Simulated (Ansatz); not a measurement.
P:

```xyz
4
Lattice="1.6477 -5.4650 0.0000 1.6477 5.4650 0.0000 0.0000 0.0000 4.5436" Properties=species:S:1:pos:R:3 pbc="T T T"
P     1.6477   -4.4173    2.6754
P     1.6477    4.4173    1.8683
P     1.6477   -1.0477    0.4035
P     1.6477    1.0477    4.1401
```

* Program: Ansatz 0.2.0
* Task: relaxation of cell and atoms
* Functional: HF
* Potentials or basis: Ansatz PAW
* Cutoff: 420 eV (not typed: the program's choice for these potentials)
* k mesh: 4 × 4 × 3
* Occupations: fermi-dirac, width 0.05 eV
* Spin: no spin polarisation

At the start: volume 20.46 Å³/atom.

Question: How do energy, volume and symmetry change on relaxing?

Answer: It ends after 17 steps and the volume is 28.03 Å³/atom (+37.0 %); space group Cmce (No. 64, to 0.05 Å).

The path:
```
step  energy change (eV)  largest force (eV/Å)  volume (Å³)
   1              0.0000                0.4587        81.83
   2             -0.1186                0.5907        92.90
   3             -0.2141                0.0569        95.32
   4             -0.2206                0.0548        97.24
   5             -0.2224                0.0110        98.92
   6             -0.2223                0.0024        99.24
   7             -0.2441                0.0036        99.24
   8             -0.2497                0.0274       102.31
   9             -0.2514                0.0376       105.78
  10             -0.2511                0.0199       107.26
  11             -0.2508                0.0070       107.78
  12             -0.2566                0.0062       107.78
  13             -0.2567                0.0122       109.59
  14             -0.2562                0.0200       111.62
  15             -0.2559                0.0141       112.44
  16             -0.2561                0.0018       112.12
  17             -0.2579                0.0024       112.12
```

Final structure:
```
CELL_PARAMETERS angstrom
1.68001 -6.99670 0.00000
1.68001 6.99670 0.00000
0.00000 0.00000 4.76924
ATOMIC_POSITIONS crystal
P 0.92738 0.07262 0.59886
P 0.07262 0.92738 0.40114
P 0.57262 0.42738 0.09886
P 0.42738 0.57262 0.90114
```

Caveat: the k mesh is coarse (spacing up to 0.50 Å⁻¹), so the values aren't converged, least of all with exact exchange; the volume moved by over 15 % at a fixed basis, so the end points are rough; the plane-wave basis is chosen anew once the cell has moved, so the energies of steps on either side of that aren't comparable; the PAW data sets come from PBE, with cores solved anew for the run's functional, which leaves a small shift of forces and pressure.
